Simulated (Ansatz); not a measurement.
# Ti2Al6H: the cost of one run

Computed with Ansatz 0.2.0 (DFT PBE+D3(BJ), scalar-relativistic, plane waves, PAW, unless a step's input says otherwise).

1 further run of the same task is left out (set aside as unsound or not needed).

### Step 1. The structure to begin with

The structure is monoclinic, space group Cm (No. 8). Conventional cell: a = 8.496 Å, b = 5.366 Å, c = 21.219 Å, α = 90.00°, β = 90.00°, γ = 90.00°. Al (site symmetry 1) has 5 Al at 2.68 to 2.85 Å and 2 Ti at 2.85 Å as nearest neighbours. Around Ti (site symmetry m) lie 11 Al at 2.68 to 2.89 Å. Around Al (site symmetry m) lie 3 Ti at 2.68 to 2.72 Å and 8 Al at 2.85 to 2.89 Å. Al (site symmetry 1) has 7 Al at 2.68 to 2.89 Å and 4 Ti at 2.82 to 2.89 Å as nearest neighbours. Around Ti (site symmetry m) lie 7 Al at 2.68 to 2.82 Å. Al (site symmetry m) is surrounded by 3 Ti at 2.68 to 2.78 Å and 4 Al at 2.85 Å and 1 H at 3.14 Å. Around H (site symmetry m) lie 1 Al at 3.14 Å.

Coordinates:

```cif
data_structure
_symmetry_space_group_name_H-M 'Cm'
_symmetry_Int_Tables_number 8
_cell_length_a 8.4958
_cell_length_b 5.3658
_cell_length_c 21.2187
_cell_angle_alpha 90.000
_cell_angle_beta 90.000
_cell_angle_gamma 90.000
_cell_volume 967.29
loop_
_atom_site_label
_atom_site_type_symbol
_atom_site_symmetry_multiplicity
_atom_site_Wyckoff_symbol
_atom_site_fract_x
_atom_site_fract_y
_atom_site_fract_z
_atom_site_occupancy
Al1 Al 4 b 0.25000 0.75000 0.18851 1
Ti1 Ti 2 a 0.50000 0.00000 0.25173 1
Al2 Al 2 a 0.00000 0.00000 0.25173 1
Al3 Al 4 b 0.25000 0.25000 0.31935 1
Ti2 Ti 2 a 0.00000 0.00000 0.37970 1
Al4 Al 2 a 0.50000 0.00000 0.38262 1
H1 H 2 a 0.66667 0.00000 0.51458 1
```

This is the geometry of the first run shown, built on a cell relaxed beforehand with the same method.

### Step 2. What is varied

Atoms count from 1 in the order of the input.

H is moved over the surface cell at a fixed height above a rigid substrate; the origin of the map has the adsorbate above Al8; the height is held at 2.80 Å.

First coordinate, position of H9 along the first surface vector, from above Al8: 6 values from 0.000 to 0.833, periodic. Second coordinate, position of H9 along the second surface vector, from above Al8: 6 values from 0.000 to 0.833, periodic.

Nothing else is relaxed. Points are written as (first, second).

The two vectors of the plane (Å): (5.024, 0.000, 0.000); (2.159, 4.537, 0.000).

### Step 3. Point (1/6, 1/6) of the map's two axes

A dipole layer in the vacuum cancels the field that periodic copies would set up if the slab's two faces differ.

Contents of input.yaml:

```yaml
crystal:
  lattice:
    - [5.024186119, 0.0, 0.0]
    - [2.158881453, 4.5367033218, 0.0]
    - [0.0, 0.0, 21.2187109014]
  atoms:
    - { symbol: Al, position: [0.5, 0.0, 0.1885128658] }
    - { symbol: Al, position: [0.0, 0.5, 0.1885128658] }
    - { symbol: Ti, position: [0.5, 0.5, 0.2517328341] }
    - { symbol: Al, position: [0.0, 0.0, 0.2517328341] }
    - { symbol: Al, position: [0.0, 0.5, 0.3193548961] }
    - { symbol: Al, position: [0.5, 0.0, 0.3193548961] }
    - { symbol: Ti, position: [0.0, 0.0, 0.3797002555] }
    - { symbol: Al, position: [0.5, 0.5, 0.3826203646] }
    - { symbol: H, position: [0.6666666667, 0.6666666667, 0.5145793706] }
basis:
  ecutwfc: 420
kpoints:
  mp_grid: { grid: [6, 6, 1] }
hamiltonian:
  xc: pbe
  pseudopotentials: { kind: paw, azcp: { folder: soft_1 } }
  dispersion: d3bj
scf:
  occupations: { method: gaussian, width: 0.1 }
output:
  forces: true
  eigenvalues: true
efield:
  axis: 3
  dipole_correction: true
  ramp_width: 0.04
```

On the command line:

```bash
> ansatz run input.yaml --threads 1 --pin off --max-ram 3072MiB --backend cpu --events-out ev --progress --plain --runs-dir out
```

What time and memory should one allow on 1 thread of Arm Neoverse V1, shared host?

About 23 s, with a peak of 0.56 GiB.
